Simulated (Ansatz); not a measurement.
TiAl:

```
CELL_PARAMETERS angstrom
3.17906 0.00000 0.00000
0.00000 3.17906 0.00000
0.00000 0.00000 3.17906
ATOMIC_POSITIONS crystal
Ti 0.00000 0.00000 0.00000
Al 0.50000 0.50000 0.50000
```

The cell comes from a database or a generator and needn't be the stable form of this composition.

Base run:

* Program: Ansatz 0.2.0
* Functional: BLYP
* Potentials or basis: Ansatz PAW
* Cutoff: 420 eV (not typed: the program's choice for these potentials)
* k mesh: 8 × 8 × 8
* Occupations: fermi-dirac, width 0.05 eV
* Spin: no spin polarisation

Its results: band gap on the k mesh none (metal or under the smearing width); pressure 3.8 GPa.

Q: After a change of settings the same cell gave: band gap on the k mesh none (metal or under the smearing width); pressure -0.7 GPa. Which change was it?
A. functional from BLYP to revPBE
B. functional from BLYP to r2SCAN; cutoff from 420 eV (not typed: the program's choice for these potentials) to 500 eV (not typed: the program's choice for these potentials)
C. functional from BLYP to RPBE
D. functional from BLYP to PBE; occupations from fermi-dirac, width 0.05 eV to gaussian, width 0.016 eV

A: B.

Caveats: the PAW data sets come from PBE, with cores solved anew for the run's functional, which leaves a small shift of forces and pressure.
